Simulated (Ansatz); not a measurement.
Wanted: the native input for an Ansatz 0.2.0 run.

* Task: projected density of states
* Functional: PBEsol
* Dispersion: D4
* Potentials or basis: Ansatz PAW polarizable
* Cutoff: 420 eV (not typed: the program's choice for these potentials)
* k mesh: 7 × 7 × 7
* Occupations: fermi-dirac, width 0.01 eV
* Spin: non-collinear spin, random start
* Starting moments: [[0.437, 0.001, 0.244], [-0.0, 0.0, -0.0]] μB

Crystal: ZnS.

```xyz
2
Lattice="0.0119 2.6773 2.6488 2.7274 -0.0023 2.6630 2.7559 2.7199 -0.0307" Properties=species:S:1:pos:R:3 pbc="T T T"
Zn    4.1214    4.0461    3.9609
S     0.0000    0.0000    0.0000
```

The cell isn't the ideal one: cell strained at random at fixed volume.

These files were run (other wordings do the same):

input.yaml

```yaml
crystal:
  lattice:
    - [0.011871, 2.67727, 2.648845]
    - [2.727433, -0.002314, 2.663031]
    - [2.755856, 2.719878, -0.030737]
  atoms:
    - { symbol: Zn, position: [0.75, 0.75, 0.75], spin: 0.501, spin_axis: [0.437, 0.001, 0.244] }
    - { symbol: S, position: [0.0, 0.0, 0.0] }
hamiltonian:
  xc: pbesol
  pseudopotentials: { kind: paw, partial_waves: polarizable }
  dispersion: d4
magnetization:
  noncollinear: true
  spin_orbit: false
kpoints:
  mp_grid: { grid: [7, 7, 7] }
scf:
  occupations: { method: fermi_dirac, width: 0.01 }
  n_extra_bands: 6
output:
  forces: true
  stress: true
  eigenvalues: true
  dos: { projected: true, de: 0.05, nscf_kmesh: { grid: [11, 11, 11] } }
```

Potentials or basis: Ansatz PAW polarizable.

Run with:

```sh
$ ansatz run input.yaml --threads 1 --pin off --max-ram 2560MiB --backend cpu --events-out ev --progress --plain --runs-dir out
```

Results of the run:

The pressure is -3.3 GPa. The largest force is 0.112 eV/Å, the band gap on the k mesh is 1.91 eV, direct and the net moment is 0.00 μB per cell. The absolute moment is 0.00 μB per cell.

Caveat: odd divisions of the mesh miss points on the zone boundary, where band edges often lie, so the gap on the mesh can be too wide; the PAW data sets come from PBE, with cores solved anew for the run's functional, which leaves a small shift of forces and pressure; the starting moments weren't kept.

Run time: 2.2 min on 1 thread of Arm Neoverse V1 (shared host), peak memory 0.78 GiB.
